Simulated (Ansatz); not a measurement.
## YN across functionals

```
Y N
1.0
     0.00000    2.43850    2.43850
     2.43850    0.00000    2.43850
     2.43850    2.43850    0.00000
Y N
1 1
Direct
  0.00000 0.00000 0.00000
  0.50000 0.50000 0.50000
```

Atom numbers follow the list: Y1, N2.

The cell is COD entry 9008768, as deposited and not checked against the literature; nothing was relaxed.

One fixed cell is solved with several functionals by PAW (frozen-core files) in Ansatz 0.2.0, scalar-relativistically. A positive pressure means that the functional wants a larger cell.

The PAW files were made with PBE; their cores are remade for each functional.

The runs use a Γ-centred 9×9×9 k mesh, Fermi–Dirac smearing of 0.03 eV, cutoff 420 eV, no spin polarisation.

Cutoffs: PBE 420 eV, LDA 420 eV, PBEsol 420 eV, r²SCAN 500 eV.

Gaps under 0.4 eV may close at points that the mesh misses.

Task: One of the runs gave P (GPa) = -2.10, gap over the k mesh and a high-symmetry path (eV) = 0.10, lowest level at Γ above −25 eV, from the valence-band top or, without a gap, the Fermi level (eV) = -20.30. Which setting was it?
A. PBE
B. LDA
C. PBEsol
D. r²SCAN

Result: C. The full set:
```csv
setting,P (GPa),gap over the k mesh and a high-symmetry path (eV),"lowest level at Γ above −25 eV, from the valence-band top or, without a gap, the Fermi level (eV)"
PBE,2.96,0.18,-20.41
LDA,-5.96,0.09,-20.29
PBEsol,-2.10,0.10,-20.30
r²SCAN,2.01,0.56,-21.14
```
